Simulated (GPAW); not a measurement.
# Sn (I4/mmm) in GPAW: single point with PBEsol

Aim: the single point of Sn with PBEsol.

Everything below comes from runs of GPAW 26.7.0. Logs are shortened: lines on timing, memory, paths and dates and some standing lists are left out, and cuts for length are marked. The log counts tension as positive stress, the text compression.

### 1 The crystal as given

Symmetry: I4/mmm, No. 139, tetragonal system. Conventional cell: a = 4.058 Å, b = 4.058 Å, c = 3.322 Å, α = 90.00°, β = 90.00°, γ = 90.00°. Around Sn (site symmetry 4/mmm) lie 10 Sn at 3.32 Å.

This isn't the form of Sn at room conditions, which is tetragonal (white tin).

### 2 Single point, PBEsol

run.py

```python
from ase.dft.bandgap import bandgap
from ase.io import read, write
from ase.units import GPa
from gpaw import GPAW, PW, setup_paths

setup_paths.insert(0, '.')

atoms = read('Sn.xyz')

calc = GPAW(mode=PW(500),
            xc='PBEsol',
            kpts={'size': (8, 8, 8), 'gamma': True},
            occupations={'name': 'fermi-dirac', 'width': 0.05},
            nbands=14,
            maxiter=120,
            txt='gpaw.txt')
atoms.calc = calc
energy = atoms.get_potential_energy()
forces = atoms.get_forces()
stress = atoms.get_stress()
calc.write('gs.gpw')
write('result.traj', atoms)
print(f'Energy: {energy:.6f} eV')
print('Forces (eV/A):')
print(forces.round(4))
print('Stress (GPa):', (stress / GPa).round(3))
print('Fermi level:', round(calc.get_fermi_level(), 4), 'eV')
print(f'Gap: {bandgap(calc)[0]:.4f} eV, direct: {bandgap(calc, direct=True)[0]:.4f} eV')
```

Sn.xyz

```xyz
1
Lattice="-2.0291894110 2.0291894110 1.6607599896 2.0291894110 -2.0291894110 1.6607599896 2.0291894110 2.0291894110 -1.6607599896" Properties=species:S:1:pos:R:3 pbc="T T T"
Sn     0.0000000000      0.0000000000      0.0000000000
```

Potentials or basis: PAW data sets generated in the run's folder for this functional, pw.

The run is started by

```sh
$ gpaw-setup -f PBEsol Sn
$ OMP_NUM_THREADS=1 python run.py
```

gpaw.txt:

```text
__  _  _
 | _ |_)|_||  |
 |__||  | ||/\| - 26.7.0

Input parameters:
  mode=PW(ecut=500.0),
  kpts=MonkhorstPack(size=(8, 8, 8), gamma=True),
  maxiter=120,
  nbands=14,
  occupations=Occupations(name='fermi-dirac', width=0.05),
  xc=XC(name='PBEsol')

Diagonalizing LCAO Hamiltonian
Converting LCAO to pw mode

       Sn

Atoms  # Å, Bohr magnetons
|   | symbol |        x |        y |        z |    initial magnetic moments |
|---|--------|----------|----------|----------|-----------------------------|
| 0 |     Sn | 0.000000 | 0.000000 | 0.000000 | ( 0.0000,  0.0000,  0.0000) |

Unit cell  # Å
| periodic |         x |         y |         z |  lengths |     angles |
|----------|-----------|-----------|-----------|----------|------------|
|      yes | -2.029189 |  2.029189 |  1.660760 | 3.315621 | 104.530205 |
|      yes |  2.029189 | -2.029189 |  1.660760 | 3.315621 | 104.530205 |
|      yes |  2.029189 |  2.029189 | -1.660760 | 3.315621 | 119.882259 |

Number of symmetries: 16
Symmetry operations  # r_c * U_cc + t_c -> r_c
|    | kind |            matrix            |
|----|------|------------------------------|
|  0 |  σ   |  1, 1, 1,  0, 0,-1,  0,-1, 0 |
|  1 |  C4  |  1, 1, 1,  0, 0,-1, -1, 0, 0 |
|  2 |  E   |  1, 0, 0,  0, 1, 0,  0, 0, 1 |
|  3 |  σ   |  1, 0, 0,  0, 1, 0, -1,-1,-1 |
|  4 |  σ   |  0, 1, 0,  1, 0, 0,  0, 0, 1 |
|  5 |  C2  |  0, 1, 0,  1, 0, 0, -1,-1,-1 |
|  6 |  C2  |  0, 0, 1, -1,-1,-1,  1, 0, 0 |
|  7 |  S4  |  0, 0, 1, -1,-1,-1,  0, 1, 0 |
|  8 |  C4  |  0, 0,-1,  1, 1, 1,  0,-1, 0 |
|  9 |  σ   |  0, 0,-1,  1, 1, 1, -1, 0, 0 |
| 10 |  σ   |  0,-1, 0, -1, 0, 0,  1, 1, 1 |
| 11 |  C2  |  0,-1, 0, -1, 0, 0,  0, 0,-1 |
| 12 |  C2  | -1, 0, 0,  0,-1, 0,  1, 1, 1 |
| 13 |  i   | -1, 0, 0,  0,-1, 0,  0, 0,-1 |
| 14 |  S4  | -1,-1,-1,  0, 0, 1,  1, 0, 0 |
| 15 |  C2  | -1,-1,-1,  0, 0, 1,  0, 1, 0 |

BZ-sampling:
  Number of BZ points: 512
  Number of IBZ points: 59

  Monkhorst-Pack size: [8, 8, 8]
  Monkhorst-Pack shift: [0.0625, 0.0625, 0.0625]

K-points  # in reciprocal-cell coordinates
|     |                                coordinates |     weight |
|-----|--------------------------------------------|------------|
|   0 | (  0.00000000,   0.00000000,   0.00000000) | 0.00195312 |
|   1 | (  0.12500000,  -0.12500000,   0.00000000) | 0.00781250 |
|   2 | (  0.12500000,  -0.12500000,   0.12500000) | 0.00781250 |
|   3 | (  0.12500000,   0.00000000,   0.00000000) | 0.01562500 |
|   4 | (  0.12500000,   0.12500000,  -0.12500000) | 0.00390625 |
|   5 | (  0.25000000,  -0.25000000,   0.00000000) | 0.00781250 |
|   6 | (  0.25000000,  -0.25000000,   0.12500000) | 0.01562500 |
|   7 | (  0.25000000,  -0.25000000,   0.25000000) | 0.00781250 |
|   8 | (  0.25000000,  -0.12500000,   0.00000000) | 0.03125000 |
|   9 | (  0.25000000,  -0.12500000,   0.12500000) | 0.01562500 |
| ... |                                            |            |
|  58 | (  0.50000000,   0.50000000,   0.50000000) | 0.00195312 |

Plane wave coefficients: 718
Cutoff: 500.0 eV

Spin-components: 1 (collinear spins)
Bands:           14
Projectors:      6
Spin-degeneracy: 2
Datatype:        complex128

Parallelization:
  kpt:    1
  domain: 1
  band:   1

Density:
  Valence electrons: 14.0
  Components: 1
  Grid points: [18 18 18]
  Charge: 0.0  # |e|

Potential:
  Grid points: [18 18 18]

species:
  Sn:
    name:    Tin
    Z:       50.0
    valence: 14
    core:    36
    charge:  0.0  # [|e|]
    compensation charges:
      type: gauss
      rc: 0.38  # [Å]
      lmax: 2
    cutoffs:
      filter: 2.23  # [Å]
      core: 2.35  # [Å]
    projectors
    | kind |    occ | energy [eV] | rcut [Å] |
    |------|--------|-------------|----------|
    |   5s |  2.000 |     -10.584 |    1.201 |
    |   5p |  2.000 |      -3.711 |    1.270 |
    |   4d | 10.000 |     -25.798 |    1.185 |
    |    s |        |      16.628 |    1.201 |
    |    p |        |      23.501 |    1.270 |
    |    d |        |       1.413 |    1.185 |

    Using partial waves for Sn as LCAO basis

Reference energy: -167935.903346  # eV

eigensolver:
  PPCG
  Converge bands: occupied
  niter=2

density mixing:
  MSR1-Mixer
  Pratt-step length: 0.05
  Maximum mixing coefficient: 0.75
  Old densities: 10
  SVD Regularization: 0.005
  Good broyden scale: 1.0
  Trust region scale: 1.0
  Backstep threshold: 4.0
  History deletion threshold: 6.0
  Fourier metric: weight=20.0, sigma=0.015

occupation numbers:
  Fermi-Dirac:
    width: 0.0500  # eV

poisson solver:
  ecut: 4000.0  # eV

xc functional:
  name: PBEsol with 2 nearest neighbor stencil

convergence criteria:
- Maximum [total energy] change in last 3 cyles: 0.0005 eV / valence electron
- Maximum integral of absolute [dens]ity change: 0.0001 electrons / valence electron
- Maximum integral of absolute [eigenst]ate change: 4e-08 eV^2 / valence electron
maximum number of iterations: 120

SCF iterations
|iter     | |      energy | eigst |  dens |
|---------|-|-------------|-------|-------|
|iter:   1| |   -4.455679 | -0.20 |       |
|iter:   2| |   -4.454476 | -2.75 | -1.74 |
|iter:   3| |   -4.441016 | -2.91 | -1.77 |
|iter:   4| |   -4.440976 | -3.95 | -2.33 |
|iter:   5| |   -4.441036c| -5.05 | -2.96 |
|iter:   6| |   -4.441041c| -6.39 | -3.84 |
|iter:   7| |   -4.441041c| -7.52c| -4.54c|

Converged in 7 steps
Energy contributions relative to reference atoms: (reference = -167935.903346)

Energy contributions:
  Kinetic:           3.138466
  Coulomb:          -3.199418
  Zero:              0.003871
  External:          0.000000
  Xc:               -4.381699
  Entropy:          -0.004521
  Spinorbit:         0.000000
  ----------------------------
  Free energy:      -4.443301
  Extrapolated:     -4.441041

dipole moment: (-6.885979, -6.885979, -5.635727)  # |e|*Ang

Fermi level: 7.038
Eigenvalues  # (at kpt = [0.000, 0.000, 0.000])
| band index |      eig [eV] | occ [0-2] |
|------------|---------------|-----------|
|          0 |       -14.486 |     2.000 |
|          1 |       -14.406 |     2.000 |
|          2 |       -14.406 |     2.000 |
|          3 |       -14.402 |     2.000 |
|          4 |       -14.293 |     2.000 |
|          5 |        -4.067 |     2.000 |
|          6 |        13.712 |     0.000 |
|          7 |        13.713 |     0.000 |
|          8 |        16.266 |     0.000 |
|          9 |        17.224 |     0.000 |
|         10 |        18.336 |     0.000 |
|         11 |        19.612 |     0.000 |
|         12 |        19.612 |     0.000 |
|         13 |        21.543 |     0.000 |

No gap
No difference between direct/indirect transitions

Forces  # eV/Ang
|       x |       y |        z |
|---------|---------|----------|
| 0.00000 | 0.00000 | -0.00000 |  # Sn   0

Stress tensor  # eV/Ang^3
|         x |         y |        z |
|-----------|-----------|----------|
|  0.016061 | -0.000000 | 0.000000 |
| -0.000000 |  0.016061 | 0.000000 |
|  0.000000 |  0.000000 | 0.019477 |

# Writing to gs.gpw (mode='')
```

It took 13 s on 1 thread of Arm Neoverse V1, shared host; peak memory 0.14 GiB.

What came out:

* Free energy: -4.4433 eV
* Pressure: -2.8 GPa
* Band gap on the k mesh: none (metal or under the smearing width)

Stress tensor (GPa, compression positive):
```
-2.57  0.00  0.00
 0.00 -2.57  0.00
 0.00  0.00 -3.12
```

Levels at points of the mesh, in eV from the Fermi level:
| k point | band 4 | band 5 | band 6 | band 7 | band 8 | band 9 | band 10 |
| --- | --- | --- | --- | --- | --- | --- | --- |
| (0.00, 0.00, 0.00) | -21.44 | -21.33 | -11.11 | 6.67 | 6.67 | 9.23 | 10.19 |
| (0.50, 0.00, 0.50) | -21.30 | -21.28 | -5.83 | -4.23 | 2.99 | 4.24 | 7.11 |
| (0.50, 0.50, 0.00) | -21.38 | -21.28 | -7.33 | -4.76 | 5.70 | 7.65 | 10.30 |
| (0.50, 0.50, 0.50) | -21.30 | -21.27 | -3.46 | -1.64 | -1.64 | 2.44 | 2.98 |

Caveat: the cutoff is short for stress and forces, so pressures can be off by a GPa or more.

### 3 For comparison

An earlier run on the cell as given: functional PBEsol; potentials or basis PAW data sets generated in the run's folder for this functional; cutoff 600 eV; basis pw; k mesh 10 × 10 × 10; occupations fermi-dirac, width 0.05 eV; no spin polarisation.

* Pressure: -2.2 GPa
* Band gap on the k mesh: none (metal or under the smearing width)
